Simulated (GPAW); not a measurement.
MoS2, a slab with vacuum:

```
Mo S
1.0
     3.18413    0.00000    0.00000
    -1.59206    2.75753    0.00000
     0.00000    0.00000   17.33460
Mo S
1 2
Direct
  0.00000 0.00000 0.00000
  0.33333 0.66667 0.91051
  0.33333 0.66667 0.08949
```

- Program: GPAW 26.7.0
- Task: single point
- Functional: PBE
- Potentials or basis: GPAW PAW data sets (gpaw-data 1.2.1)
- Cutoff: 600 eV
- Basis: pw
- k mesh: 10 × 10 × 2
- Occupations: fermi-dirac, width 0.05 eV
- Spin: no spin polarisation

On this cell: largest force 0.225 eV/Å; band gap on the k mesh 1.71 eV, indirect (least direct gap 1.90 eV).

The same run follows on a disturbed copy (atoms moved at random, drawn with an rms of 0.05 Å):

```
Mo S
1.0
     3.18413    0.00000    0.00000
    -1.59206    2.75753    0.00000
     0.00000    0.00000   17.33460
Mo S
1 2
Direct
  0.00290 0.98616 0.99953
  0.33139 0.66107 0.91056
  0.32174 0.65518 0.08953
```

**Question.** What does the disturbed cell give?

**Answer.** The energy moves by +6.9 meV/atom; largest force 0.887 eV/Å; band gap on the k mesh 1.70 eV, indirect (least direct gap 1.89 eV).

Forces in eV/Å, atoms in the order of the input:
```
Mo  -0.791  0.305  0.260
S    0.307 -0.223 -0.382
S    0.484 -0.082  0.121
```

Stress tensor (GPa, compression positive):
```
 0.38 -0.27  0.30
-0.27  0.17  0.23
 0.30  0.23  0.78
```

A k mesh can miss the band edges.
